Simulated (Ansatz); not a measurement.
Runs of Ansatz 0.2.0 on GaSb. It takes space group F-43m (No. 216, cubic). The conventional cell has a = 6.118 Å, b = 6.118 Å, c = 6.118 Å, α = 90.00°, β = 90.00°, γ = 90.00°. Sb (site symmetry -43m) has 4 Ga at 2.65 Å as nearest neighbours. Ga (site symmetry -43m) is surrounded by 4 Sb at 2.65 Å. 

| level | cutoff (eV) | gap on the mesh (eV) | pressure (GPa) |
| --- | --- | --- | --- |
| r2SCAN | 500 | (a) | (c) |
| BLYP | 420 | none | (b) |
| LDA | 420 | none | -1.7 |
| PBEsol | 420 | none | -0.2 |
| RPBE | 420 | 0.13 | 3.9 |
| revPBE | 420 | 0.11 | 3.5 |

Alike in all rows: task band structure; potentials or basis Ansatz PAW; no spin polarisation; cell as given; k mesh 8 × 8 × 8; smearing fermi-dirac 0.05 eV.

Problem. Fill in the values left out.

Solution. (a) 0.47; (b) 5.3; (c) 0.4.

Caveats: spin-orbit coupling is left out, which moves the levels of the heavy elements; the PAW data sets come from PBE, with cores solved anew for the run's functional, which leaves a small shift of forces and pressure.

A k mesh can miss the band edges, and the runs leave out spin-orbit coupling on Ga, Sb.

A gap of «none» marks a metal or a gap under the smearing width.

Runs at the PBE level aren't shown here.
